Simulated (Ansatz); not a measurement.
The system is BP.

```
CELL_PARAMETERS angstrom
0.00000 2.26900 2.26900
2.26900 0.00000 2.26900
2.26900 2.26900 0.00000
ATOMIC_POSITIONS crystal
P 0.75000 0.75000 0.75000
B 0.00000 0.00000 0.00000
```

Base run:

```yaml
Program: Ansatz 0.2.0
Functional: HSE06
Potentials_or_basis: all-electron PAW datasets made for the crystal
Cutoff: 310 eV (chosen from the basis error)
k_mesh: 8 × 8 × 8
Occupations: fermi-dirac, width 0.05 eV
Spin: no spin polarisation
```

Its results: band gap on the k mesh 2.00 eV, indirect (least direct gap 4.34 eV); pressure -1.7 GPa.

**Question.** The run is repeated on the same cell with these changes: functional from HSE06 to PBE0. What comes out?

**Answer.** Band gap on the k mesh 2.69 eV, indirect (least direct gap 5.02 eV); pressure -1.8 GPa.

A k mesh can miss the band edges.
